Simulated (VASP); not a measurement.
# CN2 (Fm-3m) in VASP: single point with PBE

Aim: the single point of CN2 with PBE.

Everything below comes from runs of VASP 6.6.1. Logs are shortened: lines on timing, memory, paths and dates and some standing lists are left out, and cuts for length are marked.

### 1 The crystal as given

Symmetry: Fm-3m, No. 225, cubic system. The conventional cell has a = 4.984 Å, b = 4.984 Å, c = 4.984 Å, α = 90.00°, β = 90.00°, γ = 90.00°. N (site symmetry -43m) is surrounded by 4 C at 2.16 Å. C (site symmetry m-3m) has 8 N at 2.16 Å as nearest neighbours.

The cell was built by a generator and needn't be a form met in nature.

### 2 Single point, PBE

Input file INCAR:

```
PREC = Accurate
ENCUT = 520
EDIFF = 1E-7
ISMEAR = 1
SIGMA = 0.1361
LREAL = False
LASPH = True
NELM = 100
ALGO = Normal
ISIF = 2
LWAVE = False
LCHARG = False
GGA = PE
NBANDS = 14
```

Input file KPOINTS:

```
Automatic mesh
0
Gamma
  9 9 9
```

Input file POSCAR:

```
CN2
1.0
    0.0000000000      2.4922210000      2.4922210000
    2.4922210000      0.0000000000      2.4922210000
    2.4922210000      2.4922210000      0.0000000000
N C
2 1
Direct
    0.2500000000      0.2500000000      0.2500000000
    0.7500000000      0.7500000000      0.7500000000
    0.0000000000      0.0000000000      0.0000000000
```

Potentials or basis: VASP PAW PBE potentials, release 64 (N, C).

On the command line:

```bash
$ cat potpaw_PBE.64/N/POTCAR potpaw_PBE.64/C/POTCAR > POTCAR
$ mpirun -np 1 vasp_std > vasp.out
```

OUTCAR:

```text
PREC = Accurate
   ENCUT = 520
   EDIFF = 1E-7
   ISMEAR = 1
   LREAL = False
   LASPH = True
   NELM = 100
   ISIF = 2
   GGA = PE

 ion  position               nearest neighbor table
   1  0.250  0.250  0.250-
   2  0.750  0.750  0.750-
   3  0.000  0.000  0.000-

  LATTYP: Found a face centered cubic cell.
 ALAT       =     4.9844420000

  Lattice vectors:

 A1 = (   0.0000000000,   2.4922210000,   2.4922210000)
 A2 = (   2.4922210000,   0.0000000000,   2.4922210000)
 A3 = (   2.4922210000,   2.4922210000,   0.0000000000)

Analysis of symmetry for initial positions (statically):
=====================================================================
 Subroutine PRICEL returns:
 Original cell was already a primitive cell.

 Routine SETGRP: Setting up the symmetry group for a
 face centered cubic supercell.

 Subroutine GETGRP returns: Found 48 space group operations
 (whereof 48 operations were pure point group operations)
 out of a pool of 48 trial point group operations.

The static configuration has the point symmetry O_h .

Analysis of symmetry for dynamics (positions and initial velocities):
=====================================================================
 Subroutine PRICEL returns:
 Original cell was already a primitive cell.

 Routine SETGRP: Setting up the symmetry group for a
 face centered cubic supercell.

 Subroutine GETGRP returns: Found 48 space group operations
 (whereof 48 operations were pure point group operations)
 out of a pool of 48 trial point group operations.

The dynamic configuration has the point symmetry O_h .

 Subroutine INISYM returns: Found 48 space group operations
 (whereof 48 operations are pure point group operations),
 and found     1 'primitive' translations

----------------------------------------------------------------------------------------

                                     Primitive cell

  volume of cell :      30.9592

  direct lattice vectors                    reciprocal lattice vectors
     0.000000000  2.492221000  2.492221000    -0.200624262  0.200624262  0.200624262
     2.492221000  0.000000000  2.492221000     0.200624262 -0.200624262  0.200624262
     2.492221000  2.492221000  0.000000000     0.200624262  0.200624262 -0.200624262

  length of vectors
     3.524532739  3.524532739  3.524532739     0.347491416  0.347491416  0.347491416

  position of ions in fractional coordinates (direct lattice)
     0.250000000  0.250000000  0.250000000
     0.750000000  0.750000000  0.750000000
     0.000000000  0.000000000  0.000000000

  ion indices of the primitive-cell ions
[... 85 lines left out ...]
   TEBEG  =    0.0;   TEEND  =   0.0 temperature during run
   PSTRESS=    0.0 pullay stress
   NELECT =      14.0000    total number of electrons
   NUPDOWN=      -1.0000    fix difference up-down
   EMIN   =  10.00;   EMAX   =-10.00  energy-range for DOS
   EFERMI =   0.00;   METHOD = LEGACY
   ISMEAR =     1;   SIGMA  =   0.14  broadening in eV -4-tet -1-fermi 0-gaus
   EFERMI_NEDOS =   21; number of points for ismear=-14 and -15
   IALGO  =     38    algorithm
   IMIX   =      4    mixing-type and parameters
     AMIX     =   0.40;   BMIX     =  1.00
     AMIX_MAG =   1.60;   BMIX_MAG =  1.00
  volume/ion in A,a.u.               =      10.32        69.64
  Fermi-wavevector in a.u.,A,eV,Ry     =   1.256573  2.374578 21.483259  1.578975
  Thomas-Fermi vector in A             =   2.390274
   LORBIT       =      0    0 simple, 1 ext, 2 COOP (PROOUT), +10 PAW based schemes
   GGA     = PE    functional components
   LHFCALC =     F    Hartree Fock is set to
   AEXX    =    0.0000 exact exchange contribution
   IVDW    =     0    specifies the selected vdW correction
   LEPSILON=     F    determine dielectric tensor
   LRPA    =     F    only Hartree local field effects (RPA)
 non-spin polarized calculation
 Methfessel and Paxton  Order N= 1 SIGMA  =   0.14
  energy-cutoff  :      520.00
  volume of cell :       30.96
 maximum number of plane-waves:       869
 NGX is ok and might be reduce to    28
   NGX = 13   NGY = 13   NGZ = 13

 number of electron      13.9999999 magnetization

 Free energy of the ion-electron system (eV)
  ---------------------------------------------------
  ext. energy  EPLUGINS =         0.00000000
  ---------------------------------------------------
  free energy    TOTEN  =       -13.37985333 eV

  energy without entropy =      -13.38183162  energy(sigma->0) =      -13.38051276

 E-fermi :   2.5791     XC(G=0): -10.6813

 val. band max:        2.5645102076   @ k =  -0.1111   0.1111   0.0000
 cond. band min:       2.6048529390   @ k =   0.4444   0.2222   0.0000
 fundamental gap:      0.0403427313
 Fermi energy:         2.5790597102

 k-point     1 :       0.0000    0.0000    0.0000
  band No.  band energies     occupation
      1     -14.4177      2.00000
      2      -8.1882      2.00000
      3      -2.0493      2.00000
      4       0.0764      2.00000
      5       0.0764      2.00000
      6       0.0764      2.00000
      7       1.0096      2.00000
      8       1.0096      2.00000
      9       1.0096      2.00000
     10       5.3202      0.00000
     11       5.3202      0.00000
     12       5.3202      0.00000
     13      15.4224      0.00000
     14      18.4435      0.00000
[... 377 lines left out ...]
      1     -11.8294      2.00000
      2      -9.6111      2.00000
      3      -7.6368      2.00000
      4      -2.7910      2.00000
      5      -2.7910      2.00000
      6       1.5500      2.00000
      7       3.5812     -0.00000
      8       3.5812     -0.00000
      9       4.0813     -0.00000
     10       4.9814     -0.00000
     11       7.1308      0.00000
     12       7.1308      0.00000
     13      14.1655      0.00000
     14      22.5260      0.00000

 [... further k-points ...]
[... 5 lines left out ...]
  --------------------------------------------------------------------------------------
  -------------------------------------------------------------------------------------
  Total       -6.2815069     -6.2815069     -6.2815069     -0.0000000     -0.0000000      0.0000000
  in kB     -325.0758986   -325.0758986   -325.0758986     -0.0000000     -0.0000000      0.0000000
  external PRESSURE =    -325.0758986 kB  Pullay stress =       0.0000000 kB

 VOLUME and BASIS-vectors are now :
 -----------------------------------------------------------------------------
  energy-cutoff  :      520.00
  volume of cell :       30.96
      direct lattice vectors                 reciprocal lattice vectors
     0.000000000  2.492221000  2.492221000    -0.200624262  0.200624262  0.200624262
     2.492221000  0.000000000  2.492221000     0.200624262 -0.200624262  0.200624262
     2.492221000  2.492221000  0.000000000     0.200624262  0.200624262 -0.200624262

 POSITION                                       TOTAL-FORCE (eV/Angst)
 -----------------------------------------------------------------------------------
      1.24611      1.24611      1.24611         0.000000      0.000000      0.000000
      3.73833      3.73833      3.73833        -0.000000     -0.000000     -0.000000
      0.00000      0.00000      0.00000         0.000000     -0.000000     -0.000000
 -----------------------------------------------------------------------------------
    total drift:                                0.000000      0.000000      0.000000

  FREE ENERGIE OF THE ION-ELECTRON SYSTEM (eV)
  ---------------------------------------------------
  free  energy   TOTEN  =       -13.3798533273 eV

  energy  without entropy=      -13.3818316212  energy(sigma->0) =      -13.38051276
```

OSZICAR:

```text
N       E                     dE             d eps       ncg     rms          rms(c)
DAV:   1     0.361317478344E+02    0.36132E+02   -0.70801E+03   980   0.931E+02
DAV:   2    -0.115887423879E+02   -0.47720E+02   -0.43300E+02  1310   0.181E+02
DAV:   3    -0.135094867745E+02   -0.19207E+01   -0.19021E+01  1040   0.352E+01
DAV:   4    -0.135182073824E+02   -0.87206E-02   -0.87198E-02  1316   0.271E+00
DAV:   5    -0.135182534798E+02   -0.46097E-04   -0.46094E-04  1058   0.191E-01    0.288E+00
DAV:   6    -0.134336627762E+02    0.84591E-01   -0.36428E-01  1024   0.506E+00    0.192E+00
DAV:   7    -0.133774237723E+02    0.56239E-01   -0.87910E-02  1112   0.261E+00    0.766E-01
DAV:   8    -0.133799951345E+02   -0.25714E-02   -0.27690E-02  1100   0.129E+00    0.173E-01
DAV:   9    -0.133796834493E+02    0.31169E-03   -0.65861E-04  1286   0.199E-01    0.968E-02
DAV:  10    -0.133798437855E+02   -0.16034E-03   -0.69649E-04  1040   0.168E-01    0.182E-02
DAV:  11    -0.133798478575E+02   -0.40720E-05   -0.17985E-05  1232   0.307E-02    0.779E-03
DAV:  12    -0.133798533202E+02   -0.54627E-05   -0.69213E-06  1046   0.179E-02    0.163E-03
DAV:  13    -0.133798533273E+02   -0.71045E-08   -0.13019E-07  1198   0.269E-03
   1 F= -.13379853E+02 E0= -.13380513E+02  d E =0.197829E-02
```

Run time: 14 s. Hardware: 1 thread of Intel Xeon Platinum 8488C (Sapphire Rapids), shared host; peak memory 0.15 GiB.

Results:

| Item | Value |
| --- | --- |
| Free energy | -13.3799 eV |
| Pressure | -32.5 GPa |
| Band gap on the k mesh | none (metal or under the smearing width) |

Caveat: a pressure of tens of GPa on the cell as given is suspect, and the run, the potentials or the cell itself is likely at fault.
